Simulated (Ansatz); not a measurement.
Set up this calculation in Ansatz 0.2.0, as the native input.

| Item | Value |
| --- | --- |
| Task | single point |
| Functional | PBE |
| Potentials or basis | Ansatz PAW |
| Cutoff | 420 eV (not typed: the program's choice for these potentials) |
| k mesh | 12 × 12 × 7 |
| Occupations | gaussian, width 0.1 eV |
| Spin | collinear spin, ferromagnetic start |
| Starting moments | [2.0, 2.0] μB |

Crystal: Co.

```
Co
1.0
     2.47200    0.00000    0.00000
    -1.23600    2.14081    0.00000
     0.00000    0.00000    4.02114
Co
2
Direct
  0.66667 0.33333 0.75000
  0.33333 0.66667 0.25000
```

One way to write it, as run:

input.yaml

```yaml
crystal:
  lattice:
    - [2.4719999032, 0.0, 0.0]
    - [-1.2359999516, 2.1408147143, 0.0]
    - [0.0, 0.0, 4.02114408]
  atoms:
    - { symbol: Co, position: [0.6666666667, 0.3333333333, 0.75], spin: 2.0 }
    - { symbol: Co, position: [0.3333333333, 0.6666666667, 0.25], spin: 2.0 }
hamiltonian:
  xc: pbe
  pseudopotentials: { kind: paw }
magnetization:
  spin_polarized: true
kpoints:
  mp_grid: { grid: [12, 12, 7] }
scf:
  occupations: { method: gaussian, width: 0.1 }
output:
  forces: true
  stress: true
  eigenvalues: true
```

Potentials or basis: Ansatz PAW.

Run with:

```console
$ ansatz run input.yaml --threads 2 --pin off --max-ram 5632MiB --backend cpu --events-out ev --progress --plain --runs-dir out
```

It gave:

| Quantity | Value |
| --- | --- |
| Pressure | 4.8 GPa |
| Band gap on the k mesh | none (metal or under the smearing width) |
| Net moment | 3.21 μB per cell |
| Absolute moment | 3.53 μB per cell |
| Site moments | Co +1.68 μB |

It took 4.6 s on 2 threads of Intel(R) Xeon(R) Processor @ 2.70GHz (shared host), peak memory 0.38 GiB.
